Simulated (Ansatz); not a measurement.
**KCl: a single-point run**

Aim: a sound single-point run of KCl. The structure is shown as the input types it. The cell is built on a prototype (wurtzite) and needn't be the phase found in nature.

Program: Ansatz 0.2.0. Level of theory: density functional or hybrid calculation with the settings of its input, plane waves (as first typed). These are calculated values, not measurements.

1 further run of the same task is left out (it didn't finish).

## 1. The starting structure

The structure is hexagonal, space group P6_3/mmc (No. 194). The conventional cell has a = 5.344 Å, b = 5.344 Å, c = 6.239 Å, α = 90.00°, β = 90.00°, γ = 120.00°. K (site symmetry -6m2) is surrounded by 5 Cl at 3.09 to 3.12 Å. Cl (site symmetry -6m2) has 5 K at 3.09 to 3.12 Å as nearest neighbours.

The input asks for a charge of -2 e on the cell.

As a file:

```xyz
4
Lattice="5.3438 0.0000 0.0000 -2.6719 4.6279 0.0000 0.0000 0.0000 6.2392" Properties=species:S:1:pos:R:3 pbc="T T T"
K     0.0000    3.0852   -0.3899
K     2.6719    1.5426    2.7296
Cl    0.0000    3.0852    2.7296
Cl    2.6719    1.5426    5.8492
```

## 2. The run

Input file input.yaml:

```yaml
crystal:
  lattice:
    - [5.3438034984, 0.0, 0.0]
    - [-2.6719017492, 4.6278695824, 0.0]
    - [0.0, 0.0, 6.2391671764]
  atoms:
    - { symbol: K, position: [0.3333333333, 0.6666666667, -0.0625] }
    - { symbol: K, position: [0.6666666667, 0.3333333333, 0.4375] }
    - { symbol: Cl, position: [0.3333333333, 0.6666666667, 0.4375] }
    - { symbol: Cl, position: [0.6666666667, 0.3333333333, 0.9375] }
kpoints:
  mp_grid: { grid: [6, 6, 4] }
hamiltonian:
  xc: pbe
scf:
  occupations: { method: fixed }
  n_extra_bands: 5
  max_iter: 68
output:
  forces: true
  stress: true
  eigenvalues: true
total_charge: -2
```

Started as:

```console
> ansatz run input.yaml --threads 4 --pin off --max-ram 3686MiB --backend cpu --events-out ev --progress --plain --runs-dir out
```

**Question.** How will this run end, and is anything wrong with its input?

The program finished normally, with warnings (band overlap at count, metallic iterate, unresolved pair at count). Its log warns: «a fill by count may have filled part of one level: at k-index 8 the highest filled band, 5.005300 eV, and the lowest empty band, 5.005300 eV, stand 1.776e-15 eV apart ...»

In the input, total_charge is -2. The typed charge changes the electron count, so this is no longer the system that was meant.

Run again and compare: delete total_charge (the default then holds).
